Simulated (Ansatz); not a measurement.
Crystal: ZnO (zincite).

```xyz
4
Lattice="3.2493 0.0000 0.0000 -1.6247 2.8140 0.0000 0.0000 0.0000 5.2057" Properties=species:S:1:pos:R:3 pbc="T T T"
Zn    1.6247    0.9380    0.0000
Zn    0.0000    1.8760    2.6029
O     0.0000    1.8760    4.5759
O     1.6247    0.9380    1.9730
```

Base run:

| Item | Value |
| --- | --- |
| Program | Ansatz 0.2.0 |
| Functional | PBE |
| Potentials or basis | Ansatz PAW |
| Cutoff | 420 eV (not typed: the program's choice for these potentials) |
| k mesh | 9 × 9 × 5 |
| Occupations | fixed |
| Spin | no spin polarisation |

Its results: band gap on the k mesh 0.80 eV, direct.

Problem. The run is repeated on the same cell with these changes: potentials or basis from Ansatz PAW to Ansatz NC; cutoff from 420 eV (not typed: the program's choice for these potentials) to 1240 eV (not typed: the program's choice for these potentials); occupations from fixed to fermi-dirac, width 0.05 eV; valence electrons from 36 to 52. What comes out?

Solution. Band gap on the k mesh 0.85 eV, direct.

Caveats: odd divisions of the mesh miss points on the zone boundary, where band edges often lie, so the gap on the mesh can be too wide (some runs).
